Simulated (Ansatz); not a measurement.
# TiO2 (P1) in Ansatz: relaxation of the atoms with PBE

Aim: the relaxation of the atoms of TiO2 with PBE.

All numbers are computed with Ansatz 0.2.0; they aren't measurements. Logs are shortened: lines on timing, memory, paths and dates and some standing lists are left out, and cuts for length are marked.

### Step 1. The cell of the first run

The typed cell holds 9 atoms: a = 2.939 Å, b = 4.708 Å, c = 7.238 Å, α = 88.08°, β = 78.29°, γ = 90.00°.

The cell comes from a database or a generator and needn't be the stable form of this composition.

### Step 2. Relaxation of the atoms, PBE (strained by -1 %)

input.yaml

```yaml
crystal:
  lattice:
    - [2.9385819008, 0.0, 0.0]
    - [0.0002060026, 4.7076067549, 0.0]
    - [1.4687339249, 0.242353462, 7.0834647979]
  atoms:
    - { symbol: Ti, position: [0.00337187, 0.00038881, 0.00070319] }
    - { symbol: Ti, position: [0.34464021, 0.48025965, 0.31695987] }
    - { symbol: Ti, position: [0.66170814, 0.52047436, 0.68449636] }
    - { symbol: O, position: [0.44003816, 0.18543769, 0.1285388] }
    - { symbol: O, position: [0.77792634, 0.29772875, 0.45187807] }
    - { symbol: O, position: [0.10123624, 0.30895342, 0.80624322] }
    - { symbol: O, position: [0.90649721, 0.69183699, 0.19517157] }
    - { symbol: O, position: [0.22940715, 0.70300728, 0.54951473] }
    - { symbol: O, position: [0.56802567, 0.81530006, 0.87282718] }
hamiltonian:
  xc: pbe
  pseudopotentials: { kind: paw }
kpoints:
  mp_grid: { grid: [7, 5, 3] }
scf:
  occupations: { method: fermi_dirac, width: 0.05 }
output:
  forces: true
  stress: true
  eigenvalues: true
relax:
  f_tol: 0.01
  max_steps: 40
```

Potentials or basis: Ansatz PAW.

The run is started by

```bash
> ansatz run input.yaml --threads 4 --pin off --max-ram 11264MiB --backend cpu --events-out ev --progress --plain --runs-dir out
```

The log of the run:

```text
Warning: output.stress: scf.convergence.dr2_threshold = 1e-7 eV (the SCF's general default) is looser than the 9e-10 eV advised for a printed stress (1e-10 eV for each atom of the cell: 9). What an SCF threshold leaves in a stress goes as its square root, and in the free energy as the threshold itself, and one threshold admits the most on a small cell: of the crystals measured, under no hybrid functional and no lock of the moments, on runs that ended without the residual-converged pass, on stresses that held no estimate of that error, the worst erred by over 100 MPa in a component at 1e-7 eV an atom and by under 5 at 1e-10. Every solve of this run answers to scf.convergence.dr2_threshold, and the tensor of one is reported: a single SCF on the reported geometry and on this run's grids (its basis.xc_grid and basis.ecutrho_ratio typed), with scf.convergence.dr2_threshold at 9e-10 eV or tighter, prints it and tightens no other solve. Else set scf.convergence.dr2_threshold to 9e-10 eV or tighter. The threshold is an SCF's pass mark: one that does not reach it within its budget of iterations ends unconverged, or closes short of it on a stop that the run arms, and scf.convergence.dr2_threshold's page says what that costs each kind of run
Warning: RAYON_NUM_THREADS=4 ignored (pool sized by the plan → 4); use --threads N
Engine: ansatz 0.2.0, aarch64-unknown-linux-gnu
Pseudopotentials: kind: paw
Pseudopotential: Ti, paw, valence charge 12, recommended cutoff 420 eV (normal), Ti.paw.azcp
Pseudopotential: O, paw, valence charge 6, recommended cutoff 420 eV (normal), O.paw.azcp
Functional definition: PBE
  parameter kappa = 0.804
  parameter beta = 0.06672455060314922
  exchange = pbe_x(kappa = kappa, mu = beta*pi^2/3)
  correlation = pbe_c(beta = beta)
Crystal: 9 atoms, lattice volume = 97.990 Å³
Basis set: ecut = 420 eV, 1907 PW (Γ), exchange–correlation on 40×64×100 points (8 copies of the dense FFT grid, shifted against one another)
Bands: 45, of which v1, the nominal top of the filled ones, is band 36 counted from 1 (35 counted from 0)
Symmetry: 1 space group operations
Space group: P1 (ITA 1), of the structure as read, at distance tolerance 4.6e-5 Å
k-points: 53 of 105 (time reversal used)
Non-local potential: Ti, projectors of the file, l = 0: 3, l = 1: 2, l = 2: 3, l = 3: 1
Non-local potential: O, projectors of the file, l = 0: 2, l = 1: 2, l = 2: 1
PAW form: soft (Blöchl's): semilocal exchange-correlation on the pseudo side does not see the compensation charge
PAW one-centre angular grid: Ti, 590 points (default); XC on 64 Gauss nodes
PAW one-centre angular grid: O, 110 points (default); XC on 64 Gauss nodes
Initial density: superposition of atomic densities (neutral atoms: chi_scale 0, normalization atom), corrected by the library's trained network
Initial wavefunctions: pseudopotential atomic-orbital guess
Functional: x = pbe(κ = 0.804, μ = 0.2195149727645171), c = pbe(β = 0.06672455060314922)
SCF iter   1: F=—  HF=-10915.711232 eV  |F-HF|=—  |Δ(HF+E_count)|=         —  Δρ=3.42e-3  dr2=8.63e-3  ethr=1.77e-3  ⟨swp⟩=5.2  Hψ=9391  notcnv=0
preconditioner: auto → Resta (q_TF=auto, 2.592 Å⁻¹)  ε∞=8.5  [insulator: Δε(μ)=2.322 eV  Ē_g=9.499 eV  σ=0.050 eV  W_gap=1.00  n_scr=30 (ndim 8)  ℏωp=26.0 eV  f_vac=0.074  D(μ)=0.00/eV (n_scr^D=0)  ε∞_Penn≈8.5]
SCF iter   2: F=—  HF=-10915.711713 eV  |F-HF|=—  |Δ(HF+E_count)|=   4.81e-4  Δρ=1.90e-3  dr2=1.80e-3  ethr=1.20e-5  ⟨swp⟩=2.5  Hψ=3877  notcnv=0
SCF iter   3: F=—  HF=-10915.712090 eV  |F-HF|=—  |Δ(HF+E_count)|=   3.77e-4  Δρ=9.60e-4  dr2=6.67e-4  ethr=2.50e-6  ⟨swp⟩=2.0  Hψ=3251  notcnv=0
SCF iter   4: F=—  HF=-10915.712230 eV  |F-HF|=—  |Δ(HF+E_count)|=   1.40e-4  Δρ=2.28e-4  dr2=6.60e-5  ethr=9.26e-7  ⟨swp⟩=2.0  Hψ=3169  notcnv=0
SCF iter   5: F=—  HF=-10915.712239 eV  |F-HF|=—  |Δ(HF+E_count)|=   8.98e-6  Δρ=1.22e-4  dr2=1.40e-5  ethr=9.17e-8  ⟨swp⟩=2.0  Hψ=3227  notcnv=0
SCF iter   6: F=—  HF=-10915.712243 eV  |F-HF|=—  |Δ(HF+E_count)|=   4.30e-6  Δρ=5.68e-5  dr2=3.74e-6  ethr=1.95e-8  ⟨swp⟩=2.0  Hψ=3252  notcnv=0
SCF iter   7: F=-10915.712244 eV  HF=-10915.712244 eV  |F-HF|=8.92e-8  |Δ(HF+E_count)|=   5.22e-7  Δρ=2.07e-5  dr2=4.83e-7  ethr=3.47e-9  ⟨swp⟩=7.8  Hψ=9280  notcnv=0
SCF 1 converged in 7 iterations: F = -10915.712244 eV  dr2 = 4.83e-7
relax step   1: F+E_penalty+E_count = -10915.71224398 eV  Δ(F+E_penalty+E_count) = +0.000e0 eV  max|allowed force component| = 2.546e-1 eV/Å  Δτ_max = 0.0000 Å  (7 SCF iters, dr2 threshold 2.50e-6 eV, accepted)
Initial density: handed on by an earlier stage of this run
Initial wavefunctions: those handed on with the density
iter 1 solved again at ethr=2.03e-6 eV; its pass at ethr=3.10e-3 eV (dr2=1.46e-3 eV) is discarded
SCF iter   1: F=—  HF=-10915.717555 eV  |F-HF|=—  |Δ(HF+E_count)|=         —  Δρ=1.57e-3  dr2=1.51e-3  ethr=2.03e-6  ⟨swp⟩=2.0  Hψ=6990  notcnv=0  defer=107
preconditioner: auto → Resta (q_TF=auto, 2.592 Å⁻¹)  ε∞=8.5  [insulator: Δε(μ)=2.318 eV  Ē_g=9.488 eV  σ=0.050 eV  W_gap=1.00  n_scr=30 (ndim 8)  ℏωp=26.0 eV  f_vac=0.074  D(μ)=0.00/eV (n_scr^D=0)  ε∞_Penn≈8.5]
SCF iter   2: F=—  HF=-10915.717434 eV  |F-HF|=—  |Δ(HF+E_count)|=   1.21e-4  Δρ=8.14e-4  dr2=4.33e-4  ethr=2.03e-6  ⟨swp⟩=2.0  Hψ=3268  notcnv=0  defer=107
SCF iter   3: F=—  HF=-10915.717406 eV  |F-HF|=—  |Δ(HF+E_count)|=   2.80e-5  Δρ=4.53e-4  dr2=1.21e-4  ethr=6.01e-7  ⟨swp⟩=2.0  Hψ=3148  notcnv=0  defer=107
SCF iter   4: F=—  HF=-10915.717401 eV  |F-HF|=—  |Δ(HF+E_count)|=   4.50e-6  Δρ=9.37e-5  dr2=8.17e-6  ethr=1.68e-7  ⟨swp⟩=2.0  Hψ=3309  notcnv=0  defer=107
SCF iter   5: F=-10915.717401 eV  HF=-10915.717402 eV  |F-HF|=4.37e-7  |Δ(HF+E_count)|=   3.82e-7  Δρ=4.68e-5  dr2=2.00e-6  ethr=5.63e-9  ⟨swp⟩=9.3  Hψ=10077  notcnv=0
SCF 2 converged in 5 iterations: F = -10915.717401 eV  dr2 = 2.00e-6
relax step   2: F+E_penalty+E_count = -10915.71740126 eV  Δ(F+E_penalty+E_count) = -5.157e-3 eV  max|allowed force component| = 7.766e-2 eV/Å  Δτ_max = 0.0167 Å  (5 SCF iters, dr2 threshold 4.05e-6 eV, accepted)
SCF iter   1: F=—  HF=-10915.717903 eV  |F-HF|=—  |Δ(HF+E_count)|=         —  Δρ=2.82e-4  dr2=5.04e-5  ethr=7.39e-7  ⟨swp⟩=2.0  Hψ=4505  notcnv=0  defer=4
preconditioner: auto → Resta (q_TF=auto, 2.592 Å⁻¹)  ε∞=8.5  [insulator: Δε(μ)=2.326 eV  Ē_g=9.493 eV  σ=0.050 eV  W_gap=1.00  n_scr=30 (ndim 8)  ℏωp=26.0 eV  f_vac=0.073  D(μ)=0.00/eV (n_scr^D=0)  ε∞_Penn≈8.5]
SCF iter   2: F=—  HF=-10915.717918 eV  |F-HF|=—  |Δ(HF+E_count)|=   1.50e-5  Δρ=1.47e-4  dr2=1.75e-5  ethr=7.00e-8  ⟨swp⟩=2.0  Hψ=3732  notcnv=0  defer=5
SCF iter   3: F=—  HF=-10915.717916 eV  |F-HF|=—  |Δ(HF+E_count)|=   1.97e-6  Δρ=8.92e-5  dr2=7.00e-6  ethr=2.43e-8  ⟨swp⟩=2.0  Hψ=3220  notcnv=0  defer=5
SCF iter   4: F=—  HF=-10915.717915 eV  |F-HF|=—  |Δ(HF+E_count)|=   1.17e-6  Δρ=2.18e-5  dr2=5.72e-7  ethr=9.72e-9  ⟨swp⟩=2.0  Hψ=3234  notcnv=0  defer=5
SCF iter   5: F=-10915.717914 eV  HF=-10915.717915 eV  |F-HF|=1.57e-7  |Δ(HF+E_count)|=   8.86e-9  Δρ=1.39e-5  dr2=2.63e-7  ethr=5.24e-10  ⟨swp⟩=7.5  Hψ=9322  notcnv=0
SCF 3 converged in 5 iterations: F = -10915.717914 eV  dr2 = 2.63e-7
relax step   3: F+E_penalty+E_count = -10915.71791440 eV  Δ(F+E_penalty+E_count) = -5.131e-4 eV  max|allowed force component| = 3.902e-2 eV/Å  Δτ_max = 0.0028 Å  (5 SCF iters, dr2 threshold 3.77e-7 eV, accepted)
SCF iter   1: F=—  HF=-10915.718204 eV  |F-HF|=—  |Δ(HF+E_count)|=         —  Δρ=6.52e-4  dr2=3.09e-4  ethr=1.57e-6  ⟨swp⟩=2.0  Hψ=5140  notcnv=0  defer=79
preconditioner: auto → Resta (q_TF=auto, 2.592 Å⁻¹)  ε∞=8.5  [insulator: Δε(μ)=2.326 eV  Ē_g=9.490 eV  σ=0.050 eV  W_gap=1.00  n_scr=30 (ndim 8)  ℏωp=26.0 eV  f_vac=0.073  D(μ)=0.00/eV (n_scr^D=0)  ε∞_Penn≈8.5]
SCF iter   2: F=—  HF=-10915.718142 eV  |F-HF|=—  |Δ(HF+E_count)|=   6.22e-5  Δρ=3.48e-4  dr2=1.00e-4  ethr=4.28e-7  ⟨swp⟩=1.1  Hψ=2812  notcnv=0  defer=75
SCF iter   3: F=—  HF=-10915.718126 eV  |F-HF|=—  |Δ(HF+E_count)|=   1.65e-5  Δρ=2.29e-4  dr2=4.69e-5  ethr=1.39e-7  ⟨swp⟩=2.0  Hψ=3543  notcnv=0  defer=75
SCF iter   4: F=—  HF=-10915.718117 eV  |F-HF|=—  |Δ(HF+E_count)|=   8.71e-6  Δρ=4.22e-5  dr2=1.28e-6  ethr=6.52e-8  ⟨swp⟩=2.0  Hψ=3369  notcnv=0  defer=75
SCF iter   5: F=—  HF=-10915.718117 eV  |F-HF|=—  |Δ(HF+E_count)|=   1.87e-7  Δρ=2.89e-5  dr2=8.41e-7  ethr=1.78e-9  ⟨swp⟩=2.0  Hψ=3534  notcnv=0  defer=75
SCF iter   6: F=-10915.718117 eV  HF=-10915.718117 eV  |F-HF|=1.39e-8  |Δ(HF+E_count)|=   1.01e-7  Δρ=7.59e-6  dr2=6.77e-8  ethr=1.97e-10  ⟨swp⟩=7.0  Hψ=10000  notcnv=0
SCF 4 converged in 6 iterations: F = -10915.718117 eV  dr2 = 6.77e-8
relax step   4: F+E_penalty+E_count = -10915.71811693 eV  Δ(F+E_penalty+E_count) = -2.025e-4 eV  max|allowed force component| = 1.199e-2 eV/Å  Δτ_max = 0.0044 Å  (6 SCF iters, dr2 threshold 1.42e-7 eV, accepted)
SCF iter   1: F=—  HF=-10915.718135 eV  |F-HF|=—  |Δ(HF+E_count)|=         —  Δρ=2.08e-4  dr2=2.86e-5  ethr=3.07e-7  ⟨swp⟩=2.0  Hψ=4716  notcnv=0
preconditioner: auto → Resta (q_TF=auto, 2.592 Å⁻¹)  ε∞=8.5  [insulator: Δε(μ)=2.325 eV  Ē_g=9.491 eV  σ=0.050 eV  W_gap=1.00  n_scr=30 (ndim 8)  ℏωp=26.0 eV  f_vac=0.073  D(μ)=0.00/eV (n_scr^D=0)  ε∞_Penn≈8.5]
SCF iter   2: F=—  HF=-10915.718138 eV  |F-HF|=—  |Δ(HF+E_count)|=   2.53e-6  Δρ=1.05e-4  dr2=6.69e-6  ethr=3.97e-8  ⟨swp⟩=2.0  Hψ=3792  notcnv=0
SCF iter   3: F=—  HF=-10915.718136 eV  |F-HF|=—  |Δ(HF+E_count)|=   1.24e-6  Δρ=5.26e-5  dr2=2.24e-6  ethr=9.30e-9  ⟨swp⟩=2.0  Hψ=3386  notcnv=0
SCF iter   4: F=—  HF=-10915.718136 eV  |F-HF|=—  |Δ(HF+E_count)|=   3.83e-7  Δρ=1.24e-5  dr2=1.10e-7  ethr=3.11e-9  ⟨swp⟩=2.0  Hψ=3281  notcnv=0
SCF iter   5: F=-10915.718136 eV  HF=-10915.718136 eV  |F-HF|=2.31e-8  |Δ(HF+E_count)|=   1.10e-9  Δρ=6.72e-6  dr2=4.05e-8  ethr=1.39e-10  ⟨swp⟩=7.0  Hψ=8527  notcnv=0
SCF 5 converged in 5 iterations: F = -10915.718136 eV  dr2 = 4.05e-8
relax step   5: F+E_penalty+E_count = -10915.71813607 eV  Δ(F+E_penalty+E_count) = -1.913e-5 eV  max|allowed force component| = 4.459e-3 eV/Å  Δτ_max = 0.0015 Å  (5 SCF iters, accepted)
SCF converged after 5 iterations
Free energy (F): -10915.718136 eV
Harris-Foulkes:  -10915.718136 eV  (|F-HF|=2.31e-8)
Internal energy: -10915.718136 eV  (E = F + TS)
E sigma→0 (E₀):  -10915.718136 eV
Fermi energy:    9.190077 eV
--- Per-component energies (eV) ---
  E_band       = -642.280996
  E_kinetic    = 1871.875931
  E_local      = -5177.514619  (includes V_loc(G=0)·N_el)
  E_nonlocal   = 294.952664
  E_hartree    = 2009.467068
  E_xc         = -739.599129
  E_vxc        = -936.702304  (∫ρ·V_xc dr)
  E_paw        = -4083.098675  (= ΣΔE_a)
  E_vpaw       = -713.846422  (= ΣTr[D̂ρ^β])
  E_aug_tail   = 0.015339  (compensation charges beyond the density's cutoff)
  E_ewald      = -5091.816714
  E_smearing   = -0.000000  (= −TS)
  E_closure    = 0.000000  (closes the sum)
  Σ components = -10915.718136   (vs F -10915.718136, Δ=0.00e0)
--- Forces (eV/Å), atoms counted from 1 ---
  atom   1  Ti     0.00044477    -0.00002067     0.00008267
  atom   2  Ti    -0.00027034     0.00262302     0.00397549
  atom   3  Ti    -0.00009763    -0.00260010    -0.00396040
  atom   4  O     -0.00007548    -0.00294006    -0.00410784
  atom   5  O     -0.00002467    -0.00005333    -0.00222390
  atom   6  O     -0.00011779    -0.00329590     0.00437038
  atom   7  O      0.00009607     0.00333132    -0.00445910
  atom   8  O      0.00005924     0.00006244     0.00228058
  atom   9  O     -0.00000672     0.00289269     0.00404231
  max |Σ_I F_I| component: 7.45e-6 eV/Å
--- Stress (GPa, compression-positive) ---
        7.284979      -0.002968       0.009503
       -0.002968       4.322138       0.096013
        0.009503       0.096011       4.884747
  P = ⅓ Tr σ = 5.4973 GPa (54.973 kbar)
--- Band table (eV; the first three rows and the last of 53) ---
  k-point 0: bands = ["-48.5557", "-48.4195", "-48.3828", "-24.8648", "-24.8549", "-24.7868", "-24.6601", "-24.6588", "-24.6166", "-24.5410", "-24.5162", "-24.4602", "-9.8358", "-8.8668", "-8.7838", "-8.2784", "-8.2412", "-7.9297", "3.0669", "3.2871", "3.6330", "3.7730", "4.4228", "4.5281", "4.8134", "4.8638", "4.8670", "5.4350", "5.9651", "6.4873", "6.5329", "7.1380", "7.6525", "7.7081", "7.7963", "8.0116", "10.3503", "10.7940", "10.8738", "10.9738", "11.2494", "11.2888", "11.5384", "11.8638", "12.7047"]
  k-point 1: bands = ["-48.5557", "-48.4196", "-48.3826", "-24.8929", "-24.8339", "-24.7631", "-24.6798", "-24.6603", "-24.6020", "-24.5514", "-24.5154", "-24.4607", "-9.6719", "-9.2459", "-8.7380", "-8.2201", "-8.0695", "-7.9811", "2.8156", "3.3193", "3.5373", "4.0337", "4.3344", "4.4382", "4.5148", "4.8316", "5.5017", "5.7900", "6.1074", "6.4557", "6.8009", "6.9331", "7.3289", "7.3805", "7.6160", "8.0257", "10.4626", "10.7909", "10.8867", "11.0541", "11.1491", "11.1539", "11.4629", "12.1337", "12.6913"]
  k-point 2: bands = ["-48.5556", "-48.4196", "-48.3827", "-24.8898", "-24.8331", "-24.7801", "-24.6673", "-24.6598", "-24.6099", "-24.5444", "-24.5161", "-24.4604", "-9.7366", "-8.9502", "-8.8190", "-8.2642", "-8.1816", "-8.0003", "3.0292", "3.3047", "3.6132", "3.8536", "4.4404", "4.5132", "4.8102", "4.8236", "5.1298", "5.6224", "6.1571", "6.4793", "6.6684", "6.9071", "7.3727", "7.5343", "7.5352", "7.8294", "10.3994", "10.7909", "10.8669", "10.9758", "11.2568", "11.4708", "11.4864", "11.9053", "12.6567"]
  k-point 52: bands = ["-48.5141", "-48.3636", "-48.3554", "-25.1116", "-24.9804", "-24.9750", "-24.7334", "-24.7275", "-24.6345", "-24.5975", "-24.5622", "-24.5609", "-8.8120", "-8.7546", "-8.5071", "-8.3279", "-8.2106", "-8.0997", "3.4231", "3.5559", "3.9020", "4.0381", "4.2526", "4.5070", "4.5581", "4.9788", "5.1678", "5.7540", "5.9224", "6.0387", "6.3278", "6.3999", "6.6464", "6.8279", "7.0783", "7.3204", "10.5985", "10.7797", "11.2907", "11.5103", "11.5481", "11.7415", "11.8109", "12.0465", "12.1624"]
--- Relaxed structure (5 steps of the walk, 5 accepted, 0 SCFs on fresh bases) ---
  F+E_penalty+E_count = -10915.71813607 eV   max|allowed force component| = 4.459e-3 eV/Å
  atoms:
    - { symbol: Ti, position: [0.003467289247037173, 0.0003770720805065293, 0.0007022601846995691] }
    - { symbol: Ti, position: [0.3450428930488611, 0.4804282079167652, 0.31798398450783977] }
    - { symbol: Ti, position: [0.6623410587818881, 0.5203235494593998, 0.6834207375895616] }
    - { symbol: O, position: [0.4395679879979524, 0.1860424061121702, 0.12888587164896456] }
    - { symbol: O, position: [0.7775061051041832, 0.29402232372236875, 0.4530796657255701] }
    - { symbol: O, position: [0.1015213367183449, 0.3080493896133949, 0.8050559507151225] }
    - { symbol: O, position: [0.9058278649530082, 0.6927036140468898, 0.19635340343126037] }
    - { symbol: O, position: [0.2298407660093399, 0.7067297472716639, 0.5483284274414564] }
    - { symbol: O, position: [0.567735688139385, 0.8147106997768416, 0.8725226887555256] }
```

It took 29 s on 4 threads of Arm Neoverse V1, shared host; peak memory 0.51 GiB.

Results:

| Property | Result |
| --- | --- |
| Free energy | -10915.7181 eV |
| Energy gained by relaxing | 0.7 meV/atom |
| Ionic steps | 5 |
| Pressure after relaxing | 5.5 GPa |
| Largest force after relaxing | 0.006 eV/Å |
| Band gap on the k mesh | 2.32 eV, indirect (least direct gap 2.34 eV) |

Forces in eV/Å, atoms in the order of the input:
```
Ti   0.000  0.000  0.000
Ti   0.000  0.003  0.004
Ti   0.000 -0.003 -0.004
O    0.000 -0.003 -0.004
O    0.000  0.000 -0.002
O    0.000 -0.003  0.004
O    0.000  0.003 -0.004
O    0.000  0.000  0.002
O    0.000  0.003  0.004
```

Stress tensor (GPa, compression positive):
```
7.28 0.00 0.01
0.00 4.32 0.10
0.01 0.10 4.88
```

The path:
| step | energy change (eV) | largest force (eV/Å) |
| --- | --- | --- |
| 1 | 0.0000 | 0.2612 |
| 2 | -0.0052 | 0.0791 |
| 3 | -0.0057 | 0.0394 |
| 4 | -0.0059 | 0.0120 |
| 5 | -0.0059 | 0.0056 |

Final structure:
```
Ti O
1.0
     2.93858    0.00000    0.00000
     0.00021    4.70761    0.00000
     1.46873    0.24235    7.08346
Ti O
3 6
Direct
  0.00347 0.00038 0.00070
  0.34504 0.48043 0.31798
  0.66234 0.52032 0.68342
  0.43957 0.18604 0.12889
  0.77751 0.29402 0.45308
  0.10152 0.30805 0.80506
  0.90583 0.69270 0.19635
  0.22984 0.70673 0.54833
  0.56774 0.81471 0.87252
```

Caveat: odd divisions of the mesh miss points on the zone boundary, where band edges often lie, so the gap on the mesh can be too wide; the pressure holds a Pulay correction of +0.7 GPa for the finite cutoff; the thresholds are loose for stress. A k mesh can miss the band edges.
